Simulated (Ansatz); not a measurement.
**AlGa3N4: the cell at several levels of theory**

Cell and atoms of AlGa3N4 as one 8-atom ordering (I-42m) on the zincblende lattice are relaxed in turn with PBE and r2SCAN. This is a trial cell built on a prototype, not taken from a measured structure, and it needn't be the compound's ground state.

Code: Ansatz 0.2.0. PAW datasets, plane waves, zero pressure. The calculation is spin-unpolarised, and the structure need not be a phase that has been made.

## Step 1: The structure to begin with

This is the cell as the run starts from it, not yet at rest; its lengths are not the crystal's.

The symmetry is I-42m (No. 121, tetragonal); conventional cell a = 4.185 Å, c = 8.371 Å, 9.16 Å³ an atom. Near Al stand 4 N at 1.81 Å; near N stand 1 Al at 1.81 Å and 3 Ga at 1.81 Å; near Ga stand 4 N at 1.81 Å.

The structure in full:

```cif
data_structure
_symmetry_space_group_name_H-M 'I-42m'
_symmetry_Int_Tables_number 121
_cell_length_a 4.1853
_cell_length_b 4.1853
_cell_length_c 8.3707
_cell_angle_alpha 90.000
_cell_angle_beta 90.000
_cell_angle_gamma 90.000
_cell_volume 146.63
loop_
_atom_site_label
_atom_site_type_symbol
_atom_site_symmetry_multiplicity
_atom_site_Wyckoff_symbol
_atom_site_fract_x
_atom_site_fract_y
_atom_site_fract_z
_atom_site_occupancy
Al1 Al 2 a 0.00000 0.00000 0.00000 1
N1 N 8 i 0.25000 0.25000 0.12500 1
Ga1 Ga 4 d 0.00000 0.50000 0.25000 1
Ga2 Ga 2 b 0.50000 0.50000 0.00000 1
```

## Step 2: PBE: cell and atoms

File input.yaml:

```yaml
crystal:
  lattice:
    - [-2.0926637857, 2.0926637857, 4.1853275714]
    - [2.0926637857, -2.0926637857, 4.1853275714]
    - [2.0926637857, 2.0926637857, -4.1853275714]
  atoms:
    - { symbol: Al, position: [0.0, 0.0, 0.0] }
    - { symbol: "N", position: [0.375, 0.375, 0.5] }
    - { symbol: Ga, position: [0.75, 0.25, 0.5] }
    - { symbol: "N", position: [0.125, 0.625, 0.0] }
    - { symbol: Ga, position: [0.5, 0.5, 0.0] }
    - { symbol: "N", position: [0.875, 0.875, 0.5] }
    - { symbol: Ga, position: [0.25, 0.75, 0.5] }
    - { symbol: "N", position: [0.625, 0.125, 0.0] }
kpoints:
  mp_grid: { grid: [8, 8, 8] }
hamiltonian:
  xc: pbe
scf:
  occupations: { method: fermi_dirac, width: 0.02 }
relax:
  f_tol: 0.005
  cell: {}
output:
  write_density: true
  write_potential: true
  elf: true
  volumetric_format: npy
```

Command:

```bash
$ ansatz run input.yaml --threads 4 --pin off --max-ram 6451MiB --backend cpu --events-out ev --progress --plain --runs-dir out
```

Further steps of the session: Relaxing with r2SCAN.

Before running it: what results should come out? Wanted: for each run, a; c; volume; space group; SCF geometries.

The runs gave:

| level | a (Å) | c (Å) | volume (Å³/atom) | space group | SCF geometries |
| --- | --- | --- | --- | --- | --- |
| PBE | 4.512 | 9.020 | 11.476 | I-42m | 12 |
| r2SCAN | 4.466 | 8.928 | 11.129 | I-42m | 5 |

What this shows: From the start to the first minimum the volume moved by +25.2 %. The volume runs from r2SCAN (least) to PBE (most), a spread of 3.1 %, or 1.0 % in length if all axes shared it alike.
